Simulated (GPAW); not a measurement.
## Hf in GPAW: convergence with convergence criteria

The system is Hf.

```
Hf
1.0
     0.00000    2.22000    2.22000
     2.22000    0.00000    2.22000
     2.22000    2.22000    0.00000
Hf
1
Cartesian
  0.0000 0.0000 0.0000
```

This isn't the form of Hf at room conditions, which is hcp.

| Quantity | Value |
| --- | --- |
| Program | GPAW 26.7.0 |
| Task | convergence study |
| Functional | PBEsol |
| Potentials or basis | PAW data sets generated in the run's folder for this functional |
| Cutoff | 600 eV |
| Basis | pw |
| k mesh | 10 × 10 × 10 |
| Occupations | fermi-dirac, width 0.05 eV |
| Spin | no spin polarisation |

These are the settings of the first run; the series varies convergence criteria, with any setting tied to it.

Hardware: 1 thread of Arm Neoverse V1, with other jobs on the host.

```csv
convergence criteria,"energy less the tightest run, at zero smearing (meV/atom)",SCF cycles,CPU time (s),peak memory (GiB)
density=0.001 energy=0.01 eigenstates=0.0001,0.00,6,12,0.13
default,0.00,7,14,0.13
density=1e-05 energy=1e-05,0.00,8,14,0.13
density=1e-05 forces=0.0001,0.00,9,15,0.14
density=1e-06 energy=1e-06 eigenstates=1e-10,0.00,9,15,0.14
```

Against the tightest run, the energy stays within 1 meV/atom from density=0.001 energy=0.01 eigenstates=0.0001 on. The tightest run that finished is the yardstick and may itself not be fully converged.

Spin-orbit coupling is left out, which matters for the levels of Hf.
